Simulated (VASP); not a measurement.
## VASP 6.6.1, PBE single-point calculation, BeSe (strained zincblende)

INCAR

```
LWAVE = .FALSE.
SIGMA = 0.02
ENCUT = 520
ISMEAR = -1
ISIF = 2
NBANDS = 11
NELM = 120
PREC = Accurate
NSW = 0
EDIFF = 1E-7
GGA = PE
LCHARG = .FALSE.
LASPH = .TRUE.
IBRION = -1
LREAL = .FALSE.
```

KPOINTS

```
KPOINTS created by Atomic Simulation Environment
0
Gamma
8 8 8
0 0 0
```

KPOINTS_OPT

```
special points
7
Reciprocal
0.0000000000 0.0000000000 0.0000000000 1
-0.5000000000 -0.5000000000 0.0000000000 1
-0.3750000000 -0.3750000000 0.2500000000 1
-0.3750000000 0.0000000000 0.3750000000 1
0.0000000000 0.0000000000 0.5000000000 1
-0.5000000000 -0.2500000000 0.2500000000 1
0.0000000000 0.5000000000 0.5000000000 1
```

POSCAR

```
Be Se
 1.0000000000000000
     0.0000000000000000    2.5552250208000000    2.6008519902999998
     2.5552250208000000    0.0000000000000000    2.6008519902999998
     2.5552250208000000    2.5552250208000000    0.0000000000000000
 Be  Se
   1   1
Cartesian
  0.0000000000000000  0.0000000000000000  0.0000000000000000
  1.2776125104000000  1.2776125104000000  1.3004259951499999
```

VASP ran with the recommended PBE PAW datasets (8 valence electrons in the cell).

Command

```
mpirun -np 1 vasp_std
```

From OUTCAR

```
k-points           NKPTS =     59   k-points in BZ     NKDIM =     59   number of bands    NBANDS=     11

   NELECT =       8.0000    total number of electrons

   dimension x,y,z NGX =    28 NGY =   28 NGZ =   28
   dimension x,y,z NGXF=    56 NGYF=   56 NGZF=   56

  energy-cutoff  :      520.00
  volume of cell :       33.96
      direct lattice vectors                 reciprocal lattice vectors
     0.000000000  2.555225021  2.600851990    -0.195677483  0.195677483  0.192244696
     2.555225021  0.000000000  2.600851990     0.195677483 -0.195677483  0.192244696
     2.555225021  2.555225021  0.000000000     0.195677483  0.195677483 -0.192244696

 k-points in reciprocal lattice and weights: KPOINTS created by Atomic Simulation Env
   0.00000000  0.00000000  0.00000000       0.002
   0.12500000  0.00000000  0.00000000       0.016
   0.25000000  0.00000000  0.00000000       0.016
   0.37500000  0.00000000  0.00000000       0.016
   0.50000000  0.00000000  0.00000000       0.008
   0.12500000  0.12500000  0.00000000       0.004
   0.25000000  0.12500000  0.00000000       0.016
   0.37500000  0.12500000  0.00000000       0.016
   ...

 E-fermi :   3.7782

 k-point     1 :       0.0000    0.0000    0.0000
  band No.  band energies     occupation
      1     -10.4340      2.00000
      2       3.3117      2.00000
      3       3.4111      2.00000
      4       3.4111      2.00000
      5       7.7565      0.00000
      6       8.3775      0.00000
      7       8.3775      0.00000
      8       8.4121      0.00000
      9      15.4157      0.00000
     10      15.6865      0.00000
     11      16.1028      0.00000

 k-point     2 :       0.1250    0.0000    0.0000
  band No.  band energies     occupation
      1     -10.2800      2.00000
      2       2.0621      2.00000
      3       3.1250      2.00000
      4       3.2087      2.00000
      5       7.9541      0.00000
      6       8.7300      0.00000
      7       8.7460      0.00000
      8       9.5329      0.00000
      9      14.8103      0.00000
     10      15.1142      0.00000
     11      15.5920      0.00000

 k-point     3 :       0.2500    0.0000    0.0000
  band No.  band energies     occupation
      1      -9.8609      2.00000
      2      -0.0317      2.00000
      3       2.6906      2.00000
      4       2.8110      2.00000
      5       7.8601      0.00000
      6       9.2678      0.00000
      7       9.3049      0.00000
      8      11.7304      0.00000
      9      14.5832      0.00000
     10      14.7094      0.00000
     11      15.4595      0.00000

 k-point     4 :       0.3750    0.0000    0.0000
  band No.  band energies     occupation
      1      -9.3438      2.00000
      2      -1.6883      2.00000
      3       2.3445      2.00000
      4       2.4943      2.00000
      5       7.7484      0.00000
      6       9.3501      0.00000
      7       9.4538      0.00000
      8      13.1602      0.00000
      9      15.7196      0.00000
     10      15.8851      0.00000
     11      16.0235      0.00000

 k-point     5 :       0.5000    0.0000    0.0000
  band No.  band energies     occupation
      1      -9.0840      2.00000
      2      -2.3421      2.00000
      3       2.2185      2.00000
      4       2.3793      2.00000
      5       7.7034      0.00000
      6       9.2934      0.00000
      7       9.4146      0.00000
      8      13.3943      0.00000
      9      16.8940      0.00000
     10      17.5969      0.00000
     11      17.7885      0.00000

 k-point     6 :       0.1250    0.1250    0.0000
  band No.  band energies     occupation
      1     -10.2339      2.00000
      2       2.2042      2.00000
      3       2.8103      2.00000
      4       2.8103      2.00000
      5       7.8826      0.00000
      6       9.1102      0.00000
      7       9.3373      0.00000
      8       9.3373      0.00000
      9      13.3310      0.00000
     10      16.1016      0.00000
     11      16.4201      0.00000

 k-point     7 :       0.2500    0.1250    0.0000
  band No.  band energies     occupation
      1      -9.9065      2.00000
      2       0.5907      2.00000
      3       2.3429      2.00000
      4       2.4362      2.00000
      5       7.9990      0.00000
      6       9.2455      0.00000
      7      10.1474      0.00000
      8      10.5951      0.00000
      9      13.3527      0.00000
     10      16.1639      0.00000
     11      16.5490      0.00000

 k-point     8 :       0.3750    0.1250    0.0000
  band No.  band energies     occupation
      1      -9.4124      2.00000
      2      -1.1161      2.00000
      3       1.9124      2.00000
      4       2.0672      2.00000
      5       8.1815      0.00000
      6       9.3495      0.00000
      7      10.3882      0.00000
      8      11.5629      0.00000
      9      15.2215      0.00000
     10      16.3441      0.00000
     11      16.8747      0.00000

 k-point     9 :       0.5000    0.1250    0.0000
  band No.  band energies     occupation
      1      -9.0344      2.00000
      2      -2.0993      2.00000
      3       1.4818      2.00000
      4       2.0713      2.00000
      5       8.2621      0.00000
      6       9.2863      0.00000
      7      10.1388      0.00000
      8      13.2036      0.00000
      9      15.5405      0.00000
     10      17.6357      0.00000
     11      17.6980      0.00000

 k-point    10 :      -0.3750    0.1250    0.0000
  band No.  band energies     occupation
      1      -9.1137      2.00000
      2      -1.9026      2.00000
      3       1.3160      2.00000
      4       2.3434      2.00000
      5       8.4086      0.00000
      6       9.4216      0.00000
      7       9.8536      0.00000
      8      13.2105      0.00000
      9      15.3365      0.00000
     10      15.7267      0.00000
     11      18.0598      0.00000

 k-point    11 :      -0.2500    0.1250    0.0000
  band No.  band energies     occupation
      1      -9.5680      2.00000
      2      -0.6407      2.00000
      3       1.4954      2.00000
      4       2.7886      2.00000
      5       8.5255      0.00000
      6       9.4806      0.00000
      7       9.6770      0.00000
      8      11.6883      0.00000
      9      13.8260      0.00000
     10      15.8343      0.00000
     11      17.2020      0.00000

 k-point    12 :      -0.1250    0.1250    0.0000
  band No.  band energies     occupation
      1     -10.0319      2.00000
      2       1.0152      2.00000
      3       2.1340      2.00000
      4       3.1877      2.00000
      5       8.3848      0.00000
      6       8.8878      0.00000
      7       9.2611      0.00000
      8      10.6245      0.00000
      9      13.8763      0.00000
     10      14.9531      0.00000
     11      16.6078      0.00000

 k-point    13 :       0.2500    0.2500    0.0000
  band No.  band energies     occupation
      1      -9.6889      2.00000
      2       0.3758      2.00000
      3       1.7993      2.00000
      4       1.7993      2.00000
      5       7.1923      0.00000
      6       9.1901      0.00000
      7      11.3817      0.00000
      8      11.3817      0.00000
      9      13.3768      0.00000
     10      17.3616      0.00000
     11      17.5637      0.00000

 k-point    14 :       0.3750    0.2500    0.0000
  band No.  band energies     occupation
      1      -9.2849      2.00000
      2      -0.7032      2.00000
      3       1.1630      2.00000
      4       1.4725      2.00000
      5       7.2666      0.00000
      6       9.1407      0.00000
      7      11.6376      0.00000
      8      12.0968      0.00000
      9      15.4418      0.00000
     10      17.7098      0.00000
     11      18.0060      0.00000

 k-point    15 :       0.5000    0.2500    0.0000
  band No.  band energies     occupation
      1      -8.9005      2.00000
      2      -1.5445      2.00000
      3       0.3561      2.00000
      4       1.4668      2.00000
      5       7.5462      0.00000
      6      10.6448      0.00000
      7      11.4199      0.00000
      8      11.9251      0.00000
      9      15.9567      0.00000
     10      17.8834      0.00000
     11      18.1497      0.00000

 k-point    16 :      -0.3750    0.2500    0.0000
  band No.  band energies     occupation
      1      -8.8321      2.00000
      2      -1.6357      2.00000
      3      -0.1197      2.00000
      4       1.7793      2.00000
      5       7.9594      0.00000
      6      11.1920      0.00000
      7      11.3618      0.00000
      8      12.9960      0.00000
      9      13.8352      0.00000
     10      15.3817      0.00000
     11      19.1754      0.00000

 ...

  Total        0.5027474      0.5027474      0.1955096      0.0000000      0.0000000     -0.0000000
  in kB       23.7168226     23.7168226      9.2230548      0.0000000      0.0000000     -0.0000000
  external PRESSURE =      18.8855667 kB  Pullay stress =       0.0000000 kB

 POSITION                                       TOTAL-FORCE (eV/Angst)
 -----------------------------------------------------------------------------------
      0.00000      0.00000      0.00000         0.000000      0.000000      0.000000
      1.27761      1.27761      1.30043        -0.000000     -0.000000     -0.000000
 -----------------------------------------------------------------------------------
    total drift:                                0.000000      0.000000      0.000000

  FREE ENERGIE OF THE ION-ELECTRON SYSTEM (eV)
  ---------------------------------------------------
  free  energy   TOTEN  =        -8.8526638943 eV

  energy  without entropy=       -8.8526638942  energy(sigma->0) =       -8.85266389
```

```
gap between bands v and c : 2.54 eV
least direct gap          : 4.35 eV
pressure                  : 1.9 GPa
```

Band v is the last that the valence electrons fill when counted band by band, and c is the next.

The run took about 17 s on one core of a shared host (Intel Xeon Platinum 8488C) and held 0.18 GiB at most.
